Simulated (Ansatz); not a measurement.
**AlPt: band structure with PBEsol**

AlPt:

```
CELL_PARAMETERS angstrom
3.09155 0.00000 0.00000
0.00000 3.09155 0.00000
0.00000 0.00000 3.09155
ATOMIC_POSITIONS crystal
Pt 0.50000 0.50000 0.50000
Al 0.00000 0.00000 0.00000
```

Measurements of this composition are mostly on another form, of space group No. 198.

| Property | Result |
| --- | --- |
| Program | Ansatz 0.2.0 |
| Task | band structure |
| Functional | PBEsol |
| Potentials or basis | all-electron LAPW, non-relativistic |
| Cutoff | 229 eV (chosen from the basis error) |
| Basis error allowed | 0.001 eV/atom |
| k mesh | 9 × 9 × 9 |
| Occupations | fermi-dirac, width 0.05 eV |
| Spin | no spin polarisation |

The pressure is 10.9 GPa. The band gap along the path is none (metal or under the smearing width).

Levels at the corners of the path, in eV from the Fermi level:
| point | band 22 | band 23 | band 24 | band 25 | band 26 | band 27 | band 28 | band 29 | band 30 | band 31 |
| --- | --- | --- | --- | --- | --- | --- | --- | --- | --- | --- |
| Γ | -6.12 | -6.12 | -3.32 | -3.32 | -3.32 | 4.08 | 4.08 | 4.08 | 8.67 | 8.67 |
| X | -6.80 | -5.58 | -4.64 | -4.64 | -3.14 | -1.02 | 5.93 | 8.97 | 8.97 | 9.83 |
| M | -5.50 | -4.32 | -4.32 | -2.82 | -2.82 | -2.16 | 2.80 | 2.88 | 8.26 | 12.30 |
| Γ | -6.12 | -6.12 | -3.32 | -3.32 | -3.32 | 4.08 | 4.08 | 4.08 | 8.67 | 8.67 |
| R | -6.86 | -6.86 | -2.09 | -2.09 | 0.52 | 2.40 | 2.40 | 2.40 | 5.49 | 5.49 |
| X | -6.80 | -5.58 | -4.64 | -4.64 | -3.14 | -1.02 | 5.93 | 8.97 | 8.97 | 9.83 |

Run time: 11 s on 1 thread of Arm Neoverse V2, with other jobs on the host, peak memory 0.29 GiB.

Caveat: relativity is left out, which matters for the heavier elements; spin-orbit coupling is left out, which moves the levels of the heavy elements.
